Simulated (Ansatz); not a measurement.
# TiO2 (Anatase) (I4_1/amd) in Ansatz: further runs

One crystal, TiO2 (Anatase), is run at these levels: PBE; tasks: relaxation of cell and atoms.

Everything below comes from runs of Ansatz 0.2.0. Logs are shortened: lines on timing, memory, paths and dates and some standing lists are left out, and cuts for length are marked.

### Step 1. The structure

It takes space group I4_1/amd (No. 141, tetragonal). Conventional cell: a = 3.784 Å, b = 3.784 Å, c = 9.515 Å, α = 90.00°, β = 90.00°, γ = 90.00°. Around Ti (site symmetry -4m2) lie 6 O at 1.93 to 1.98 Å. O (site symmetry 2mm) is surrounded by 3 Ti at 1.93 to 1.98 Å.

### Step 2. Relaxation of cell and atoms, PBE

File input.yaml:

```yaml
crystal:
  lattice:
    - [-1.8921, 1.8921, 4.7573]
    - [1.8921, -1.8921, 4.7573]
    - [1.8921, 1.8921, -4.7573]
  atoms:
    - { symbol: Ti, position: [0.75, 0.25, 0.5] }
    - { symbol: Ti, position: [0.0, 0.0, 0.0] }
    - { symbol: O, position: [0.7919, 0.7919, 0.0] }
    - { symbol: O, position: [0.5419, 0.0419, 0.5] }
    - { symbol: O, position: [0.9581, 0.4581, 0.5] }
    - { symbol: O, position: [0.2081, 0.2081, 0.0] }
hamiltonian:
  xc: pbe
  pseudopotentials: { kind: nc, accuracy: stringent }
kpoints:
  mp_grid: { grid: [10, 10, 10] }
scf:
  occupations: { method: fermi_dirac, width: 0.05 }
output:
  forces: true
  stress: true
  eigenvalues: true
  write_density: true
  write_potential: true
  elf: true
  volumetric_format: npy
relax:
  f_tol: 0.01
  max_steps: 40
  cell: { stress_tol: 0.05 }
```

Potentials or basis: PseudoDojo stringent (PBE files).

The run is started by

```bash
> ansatz run input.yaml --threads 2 --pin off --max-ram 5632MiB --backend cpu --events-out ev --progress --plain --runs-dir out
```

What it wrote:

```text
Warning: RAYON_NUM_THREADS=2 ignored (pool sized by the plan → 2); use --threads N
Engine: ansatz 0.2.0, x86_64-unknown-linux-gnu
Pseudopotentials: kind: nc
Pseudopotential: Ti, nc, valence charge 12, recommended cutoff 1142.878222 eV (normal), Ti.nc.azcp (PseudoDojo's, or run here from an input of PseudoDojo's; its table is named by hamiltonian.pseudopotentials.accuracy)
Pseudopotential: O, nc, valence charge 6, recommended cutoff 1251.723767 eV (normal), O.nc.azcp (PseudoDojo's, or run here from an input of PseudoDojo's; its table is named by hamiltonian.pseudopotentials.accuracy)
Functional definition: PBE
  parameter kappa = 0.804
  parameter beta = 0.06672455060314922
  exchange = pbe_x(kappa = kappa, mu = beta*pi^2/3)
  correlation = pbe_c(beta = beta)
Crystal: 6 atoms, lattice volume = 68.125 Å³
Basis set: ecut = 1251.723767 eV, 6819 PW (Γ), exchange–correlation on 128×128×128 points (8 copies of the dense FFT grid, shifted against one another)
Bands: 30, of which v1, the nominal top of the filled ones, is band 24 counted from 1 (23 counted from 0)
Symmetry: 16 space group operations
Space group: I41/amd (ITA 141), of the structure as read, at distance tolerance 4.1e-5 Å
k-points: 102 of 1000
Non-local potential: Ti, projectors of the file, l = 0: 2, l = 1: 2, l = 2: 2
Non-local potential: O, projectors of the file, l = 0: 2, l = 1: 2, l = 2: 1
Initial density: superposition of atomic densities (chi_scale 0.1, normalization cell, long waves kept (reshape's long-wave potential 0.00 eV rms))
Initial wavefunctions: pseudopotential atomic-orbital guess
Functional: x = pbe(κ = 0.804, μ = 0.2195149727645171), c = pbe(β = 0.06672455060314922)
SCF iter   1: F=—  HF=-5045.567868 eV  |F-HF|=—  |Δ(HF+E_count)|=         —  Δρ=6.94e-2  dr2=3.24e0  ethr=3.10e-3  ⟨swp⟩=6.2  Hψ=12151  notcnv=0
preconditioner: auto → none  [insulator: Δε(μ)=2.454 eV  Ē_g=9.886 eV  σ=0.050 eV  W_gap=1.00  n_scr=14 (ndim 8)  ℏωp=25.4 eV  f_vac=0.000  D(μ)=0.00/eV (n_scr^D=0)  ε∞_Penn≈7.6]
SCF iter   2: F=—  HF=-5045.106211 eV  |F-HF|=—  |Δ(HF+E_count)|=   4.62e-1  Δρ=6.59e-2  dr2=2.29e0  ethr=3.10e-3  ⟨swp⟩=2.1  Hψ=5959  notcnv=0  defer=167
SCF iter   3: F=—  HF=-5044.883735 eV  |F-HF|=—  |Δ(HF+E_count)|=   2.22e-1  Δρ=3.24e-2  dr2=7.67e-1  ethr=3.10e-3  ⟨swp⟩=3.4  Hψ=5744  notcnv=0  defer=176
SCF iter   4: F=—  HF=-5044.786743 eV  |F-HF|=—  |Δ(HF+E_count)|=   9.70e-2  Δρ=1.60e-2  dr2=1.82e-1  ethr=1.60e-3  ⟨swp⟩=1.9  Hψ=4222  notcnv=0  defer=162
SCF iter   5: F=—  HF=-5044.764962 eV  |F-HF|=—  |Δ(HF+E_count)|=   2.18e-2  Δρ=2.91e-3  dr2=5.18e-3  ethr=3.79e-4  ⟨swp⟩=2.0  Hψ=4529  notcnv=0  defer=162
SCF iter   6: F=—  HF=-5044.766202 eV  |F-HF|=—  |Δ(HF+E_count)|=   1.24e-3  Δρ=7.35e-4  dr2=2.88e-4  ethr=1.08e-5  ⟨swp⟩=2.7  Hψ=5604  notcnv=0  defer=162
SCF iter   7: F=—  HF=-5044.766147 eV  |F-HF|=—  |Δ(HF+E_count)|=   5.51e-5  Δρ=1.67e-4  dr2=1.46e-5  ethr=6.01e-7  ⟨swp⟩=2.0  Hψ=5245  notcnv=0  defer=162
SCF iter   8: F=—  HF=-5044.766268 eV  |F-HF|=—  |Δ(HF+E_count)|=   1.22e-4  Δρ=1.16e-4  dr2=9.18e-6  ethr=3.05e-8  ⟨swp⟩=2.3  Hψ=4454  notcnv=0  defer=162
SCF iter   9: F=-5044.766267 eV  HF=-5044.766267 eV  |F-HF|=2.14e-8  |Δ(HF+E_count)|=   1.83e-6  Δρ=8.38e-6  dr2=3.48e-8  ethr=2.08e-10  ⟨swp⟩=18.0  Hψ=29137  notcnv=0
SCF 1 converged in 9 iterations: F = -5044.766267 eV  dr2 = 3.48e-8
relax step   1: F+E_penalty+E_count = -5044.76626662 eV  Δ(F+E_penalty+E_count) = +0.000e0 eV  max|allowed force component| = 8.724e-2 eV/Å  Δτ_max = 0.0000 Å  P = +4.854 GPa  Ω = 68.125 Å³  (9 SCF iters, dr2 threshold 1.00e-7 eV, accepted)
[... 13 lines left out ...]
relax step   2: F+E_penalty+E_count = -5044.78861253 eV  Δ(F+E_penalty+E_count) = -2.235e-2 eV  max|allowed force component| = 2.770e-2 eV/Å  Δτ_max = 0.0063 Å  P = +1.523 GPa  Ω = 69.256 Å³  energy of the carried Pulay correction = -1.047e-4 eV  (6 SCF iters, dr2 threshold 6.00e-7 eV, accepted)
[... 11 lines left out ...]
relax step   3: F+E_penalty+E_count = -5044.79211125 eV  Δ(F+E_penalty+E_count) = -3.499e-3 eV  max|allowed force component| = 4.690e-3 eV/Å  Δτ_max = 0.0057 Å  P = -0.040 GPa  Ω = 69.857 Å³  energy of the carried Pulay correction = -1.596e-4 eV  (6 SCF iters, dr2 threshold 6.00e-7 eV, accepted)
[... 9 lines left out ...]
relax step   4: F+E_penalty+E_count = -5044.79254765 eV  Δ(F+E_penalty+E_count) = -4.364e-4 eV  max|allowed force component| = 6.742e-3 eV/Å  Δτ_max = 0.0036 Å  P = -0.014 GPa  Ω = 69.895 Å³  energy of the carried Pulay correction = -1.631e-4 eV  (5 SCF iters, dr2 threshold 3.11e-7 eV, accepted)
[... 10 lines left out ...]
relax step   5: F+E_penalty+E_count = -5044.79278780 eV  Δ(F+E_penalty+E_count) = -2.401e-4 eV  max|allowed force component| = 6.715e-3 eV/Å  Δτ_max = 0.0000 Å  P = -0.002 GPa  Ω = 69.895 Å³  stress off target by 2.01e-2 GPa  SCF on the basis re-selected at this cell (its energy is not comparable with the rows above)  (6 SCF iters)
basis re-selected at this cell: Δ(F+E_penalty+E_count) = -2.401e-4 eV, ΔP = +0.012 GPa vs the last step (what re-selecting the basis moved, of the pressure what is left beyond the Pulay correction that the steps carried, after the strain that the cell walked since its last selection, with what the two solves' SCF thresholds leave and, on support functions, any second-order correction that the steps lacked; it is no measure of the basis error at this ecutwfc). This SCF's stress stands 2.01e-2 GPa from its target on what of the cell is left free (relax.cell.stress_tol is 5.00e-2 GPa) and its largest allowed force component is 6.72e-3 eV/Å (relax.f_tol is 1.00e-2 eV/Å): within both
SCF converged after 6 iterations
Free energy (F): -5044.792788 eV
Harris-Foulkes:  -5044.792788 eV  (|F-HF|=2.73e-12)
Internal energy: -5044.792788 eV  (E = F + TS)
E sigma→0 (E₀):  -5044.792788 eV
Fermi energy:    8.126537 eV
--- Per-component energies (eV) ---
  E_band       = -469.988393
  E_kinetic    = 2466.102920
  E_local      = -4433.929674  (includes V_loc(G=0)·N_el)
  E_nonlocal   = -242.443388
  E_hartree    = 1389.117453
  E_xc         = -932.247793
  E_vxc        = -1037.953121  (∫ρ·V_xc dr)
  E_ewald      = -3291.392305
  E_smearing   = -0.000000  (= −TS)
  E_closure    = 0.000000  (closes the sum)
  Σ components = -5044.792788   (vs F -5044.792788, Δ=0.00e0)
--- Forces (eV/Å), atoms counted from 1 ---
  atom   1  Ti     0.00000000    -0.00000000     0.00000000
  atom   2  Ti     0.00000000    -0.00000000     0.00000000
  atom   3  O      0.00000000    -0.00000000     0.00671531
  atom   4  O     -0.00000000    -0.00000000     0.00671531
  atom   5  O      0.00000000    -0.00000000    -0.00671531
  atom   6  O      0.00000000    -0.00000000    -0.00671531
  max |Σ_I F_I| component: 6.07e-17 eV/Å
--- Stress (GPa, compression-positive) ---
        0.007711       0.000000      -0.000000
        0.000000       0.007711      -0.000000
       -0.000000       0.000000      -0.020111
  P = ⅓ Tr σ = -0.0016 GPa (-0.016 kbar)
--- Band table (eV; the first three rows and the last of 102) ---
  k-point 0: bands = ["-49.4064", "-49.3547", "-25.8612", "-25.6431", "-25.6431", "-25.5809", "-25.5809", "-25.5055", "-10.5171", "-9.4956", "-9.4235", "-9.0401", "3.1162", "3.2136", "3.2136", "3.6227", "5.0115", "5.0115", "5.0346", "6.1972", "6.1972", "6.2108", "6.5808", "6.5808", "9.1494", "9.8241", "11.0086", "11.0086", "11.0182", "11.0182"]
[... 3 lines left out ...]
--- Relaxed structure (4 steps of the walk, 4 accepted, 1 SCFs on fresh bases) ---
  F+E_penalty+E_count = -5044.79278780 eV   max|allowed force component| = 6.715e-3 eV/Å   (the final SCF, on the basis selected at the relaxed cell)
  cell:  # Å, volume = 69.8950 Å³
    - [-1.8985168812073976, 1.8985168812073976, 4.847940729439438]
    - [1.8985168812073976, -1.8985168812073976, 4.847940729439438]
    - [1.8985168812073976, 1.8985168812073976, -4.847940729439438]
  atoms:
    - { symbol: Ti, position: [0.75, 0.25000000000000006, 0.5] }
    - { symbol: Ti, position: [-3.038704510220794e-20, -3.0387045102207976e-20, -2.59771349941243e-35] }
    - { symbol: O, position: [0.7935333448357469, 0.7935333448357469, 4.931627852831663e-34] }
    - { symbol: O, position: [0.543533344835747, 0.04353334483574689, 0.5000000000000001] }
    - { symbol: O, position: [0.9564666551642531, 0.4564666551642531, 0.5000000000000001] }
    - { symbol: O, position: [0.20646665516425314, 0.20646665516425314, 2.0110716630899952e-34] }
```

Run time: 46 s. Hardware: 2 threads of AMD EPYC 9R45 (Zen 5), shared host; peak memory 1.1 GiB.

What came out:

- Free energy: -5044.7928 eV
- Relaxed volume: 11.65 Å³/atom
- Relaxed cell: a = 5.542 Å, b = 5.542 Å, c = 5.542 Å, α = 139.93°, β = 139.93°, γ = 57.96°
- Space group after relaxing (to 0.05 Å): I4_1/amd (No. 141)
- Energy gained by relaxing: 4.4 meV/atom
- Ionic steps: 5
- Pressure after relaxing: 0.0 GPa
- Largest force after relaxing: 0.007 eV/Å
- Band gap on the k mesh: 2.16 eV, indirect (least direct gap 2.46 eV)

Forces on the atoms (eV/Å):
```
Ti   0.000  0.000  0.000
Ti   0.000  0.000  0.000
O    0.000  0.000  0.007
O    0.000  0.000  0.007
O    0.000  0.000 -0.007
O    0.000  0.000 -0.007
```

Step by step:
| step | energy change (eV) | largest force (eV/Å) | volume (Å³) |
| --- | --- | --- | --- |
| 1 | 0.0000 | 0.0872 | 68.13 |
| 2 | -0.0223 | 0.0277 | 69.26 |
| 3 | -0.0258 | 0.0047 | 69.86 |
| 4 | -0.0263 | 0.0067 | 69.90 |
| 5 | -0.0265 | 0.0067 | 69.90 |

Final structure:
```yaml
crystal:
  lattice:
    - [-1.89852, 1.89852, 4.84794]
    - [1.89852, -1.89852, 4.84794]
    - [1.89852, 1.89852, -4.84794]
  atoms:
    - { symbol: Ti, position: [0.75000, 0.25000, 0.50000] }
    - { symbol: Ti, position: [0.00000, 0.00000, 0.00000] }
    - { symbol: O, position: [0.79353, 0.79353, 0.00000] }
    - { symbol: O, position: [0.54353, 0.04353, 0.50000] }
    - { symbol: O, position: [0.95647, 0.45647, 0.50000] }
    - { symbol: O, position: [0.20647, 0.20647, 0.00000] }
```

Caveat: the plane-wave basis is chosen anew once the cell has moved, so the energies of steps on either side of that aren't comparable. A k mesh can miss the band edges.

### Step 3. Relaxation of cell and atoms, PBE

Changes to input.yaml since step 2:

```diff
@@ -14,3 +14,3 @@
   xc: pbe
-  pseudopotentials: { kind: nc, accuracy: stringent }
+  pseudopotentials: { kind: paw, source: ansatz }
 kpoints:
@@ -23,6 +23,2 @@
   eigenvalues: true
-  write_density: true
-  write_potential: true
-  elf: true
-  volumetric_format: npy
 relax:
```

Potentials or basis: Ansatz PAW earlier set.

The run is started by

```bash
> ansatz run input.yaml --threads 2 --pin off --max-ram 5632MiB --backend cpu --events-out ev --progress --plain --runs-dir out
```

Wall time 25 s (2 threads of AMD EPYC 9R45 (Zen 5), shared host); peak memory 0.91 GiB.

It converged, with:

- Free energy: -7277.6869 eV
- Relaxed volume: 11.67 Å³/atom
- Relaxed cell: a = 5.542 Å, b = 5.542 Å, c = 5.542 Å, α = 139.90°, β = 139.90°, γ = 58.00°
- Space group after relaxing (to 0.05 Å): I4_1/amd (No. 141)
- Energy gained by relaxing: 4.9 meV/atom
- Ionic steps: 5
- Pressure after relaxing: 0.0 GPa
- Largest force after relaxing: 0.005 eV/Å
- Band gap on the k mesh: 2.13 eV, indirect (least direct gap 2.42 eV)

Forces in eV/Å, atoms in the order of the input:
```
Ti   0.000  0.000  0.000
Ti   0.000  0.000  0.000
O    0.000  0.000  0.005
O    0.000  0.000  0.005
O    0.000  0.000 -0.005
O    0.000  0.000 -0.005
```

The path:
| step | energy change (eV) | largest force (eV/Å) | volume (Å³) |
| --- | --- | --- | --- |
| 1 | 0.0000 | 0.1050 | 68.13 |
| 2 | -0.0252 | 0.0339 | 69.32 |
| 3 | -0.0289 | 0.0047 | 69.95 |
| 4 | -0.0294 | 0.0055 | 69.99 |
| 5 | -0.0295 | 0.0055 | 69.99 |

Final structure:
```
CELL_PARAMETERS angstrom
-1.89997 1.89997 4.84740
1.89997 -1.89997 4.84740
1.89997 1.89997 -4.84740
ATOMIC_POSITIONS crystal
Ti 0.75000 0.25000 0.50000
Ti 0.00000 0.00000 0.00000
O 0.79341 0.79341 0.00000
O 0.54341 0.04341 0.50000
O 0.95659 0.45659 0.50000
O 0.20659 0.20659 0.00000
```

Levels at points of the mesh, in eV from the valence-band top:
```csv
k point,band 20,band 21,band 22,band 23,band 24,band 25,band 26,band 27,band 28,band 29
"(0.00, 0.00, 0.00)",-0.78,-0.78,-0.78,-0.41,-0.41,2.13,2.80,3.98,3.98,3.99
"(0.00, 0.00, -0.50)",-2.56,-1.97,-1.97,-0.04,-0.04,3.24,3.24,3.71,3.71,4.79
"(0.00, -0.50, 0.00)",-1.89,-1.88,-0.88,-0.84,-0.63,3.20,3.48,3.53,3.55,4.21
"(-0.50, -0.50, -0.50)",-1.32,-1.23,-1.23,-0.09,-0.09,2.45,2.45,3.71,3.71,4.26
```

Caveat: the plane-wave basis is chosen anew once the cell has moved, so the energies of steps on either side of that aren't comparable. A k mesh can miss the band edges.

### Step 4. Relaxation of cell and atoms, PBE

Changes to input.yaml since step 3:

```diff
@@ -14,3 +14,3 @@
   xc: pbe
-  pseudopotentials: { kind: paw, source: ansatz }
+  pseudopotentials: { kind: nc }
 kpoints:
```

Potentials or basis: Ansatz NC.

The run is started by

```bash
> ansatz run input.yaml --threads 2 --pin off --max-ram 5632MiB --backend cpu --events-out ev --progress --plain --runs-dir out
```

Run time: 59 s. Hardware: 2 threads of AMD EPYC 9R45 (Zen 5), shared host; peak memory 0.96 GiB.

It converged, with:

| Quantity | Value |
| --- | --- |
| Free energy | -5102.0760 eV |
| Relaxed volume | 11.66 Å³/atom |
| Relaxed cell | a = 5.543 Å, b = 5.543 Å, c = 5.543 Å, α = 139.93°, β = 139.93°, γ = 57.96° |
| Space group after relaxing (to 0.05 Å) | I4_1/amd (No. 141) |
| Energy gained by relaxing | 4.7 meV/atom |
| Ionic steps | 7 |
| Pressure after relaxing | 0.0 GPa |
| Band gap on the k mesh | 2.14 eV, indirect (least direct gap 2.44 eV) |

Step by step:
| step | energy change (eV) | largest force (eV/Å) | volume (Å³) |
| --- | --- | --- | --- |
| 1 | 0.0000 | 0.0982 | 68.13 |
| 2 | -0.0236 | 0.0313 | 69.30 |
| 3 | -0.0269 | 0.0049 | 69.89 |
| 4 | -0.0272 | 0.0052 | 69.93 |
| 5 | -0.0283 | 0.0053 | 69.93 |
| 6 | -0.0284 | 0.0002 | 69.97 |
| 7 | -0.0284 | 0.0002 | 69.97 |

Final structure:
```xyz
6
Lattice="-1.8992 1.8992 4.8493 1.8992 -1.8992 4.8493 1.8992 1.8992 -4.8493" Properties=species:S:1:pos:R:3 pbc="T T T"
Ti    0.0000    1.8992    2.4247
Ti    0.0000    0.0000    0.0000
O     0.0000    0.0000    7.6963
O     0.0000    1.8992    0.4223
O     0.0000    1.8992    4.4270
O     0.0000    0.0000    2.0023
```

Levels at points of the mesh, in eV from the valence-band top:
```tsv
k point	band 20	band 21	band 22	band 23	band 24	band 25	band 26	band 27	band 28	band 29
(0.00, 0.00, 0.00)	-0.79	-0.79	-0.78	-0.41	-0.41	2.14	2.81	4.00	4.00	4.01
(0.00, 0.00, -0.50)	-2.56	-1.97	-1.97	-0.04	-0.04	3.25	3.25	3.72	3.72	4.81
(0.00, -0.50, 0.00)	-1.89	-1.87	-0.87	-0.84	-0.63	3.22	3.49	3.54	3.56	4.23
(-0.50, -0.50, -0.50)	-1.32	-1.23	-1.23	-0.09	-0.09	2.46	2.46	3.73	3.73	4.28
```

Caveat: the plane-wave basis is chosen anew once the cell has moved, so the energies of steps on either side of that aren't comparable.

### Step 5. The runs side by side

| potentials or basis | cutoff (eV) | gap on the mesh (eV) | pressure (GPa) | relaxed volume (Å³/atom) | largest force (eV/Å) |
| --- | --- | --- | --- | --- | --- |
| PseudoDojo stringent (PBE files) | 1252 | 2.16 | 0.0 | 11.65 | 0.01 |
| Ansatz PAW earlier set | 930 | 2.13 | 0.0 | 11.67 | 0.01 |
| Ansatz NC | 1240 | 2.14 | 0.0 | 11.66 | - |

Alike in all rows: task relaxation of cell and atoms; level PBE; no spin polarisation; cell relaxed; k mesh 10 × 10 × 10; smearing fermi-dirac 0.05 eV.

Caveats: the plane-wave basis is chosen anew once the cell has moved, so the energies of steps on either side of that aren't comparable.

Absolute energies hang on the potentials; compare differences alone.
